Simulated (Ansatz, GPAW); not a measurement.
## Nb: programs and potentials compared

```
CELL_PARAMETERS angstrom
-1.66395 1.66395 1.66395
1.66395 -1.66395 1.66395
1.66395 1.66395 -1.66395
ATOMIC_POSITIONS crystal
Nb 0.00000 0.00000 0.00000
```

Alike in all runs: task single point; functional PBE; k mesh 11 × 11 × 11; occupations gaussian, width 0.014 eV; no spin polarisation; no spin-orbit coupling. Pressure is positive in compression and, in plane waves, holds the error of the finite cutoff, which Ansatz's Pulay term estimates and takes out.

```tsv
program and potentials	plane-wave cutoff (eV)	notes	pressure (GPa)
Ansatz, Ansatz PAW	420	Pulay term of +0.03 GPa included	-1.74
Ansatz, all-electron LAPW, scalar-relativistic	-	-	-1.75
GPAW, GPAW PAW data sets (gpaw-data 1.2.1)	600	-	-2.51
```

The pressure spans -2.51 (GPAW, GPAW PAW data sets (gpaw-data 1.2.1)) to -1.74 GPa (Ansatz, Ansatz PAW), with all-electron results at -1.75.

Differences between rows come from potentials, basis sets and numerical settings, since the functional is the same but for its coding. Runs on potential files found faulty are left out.
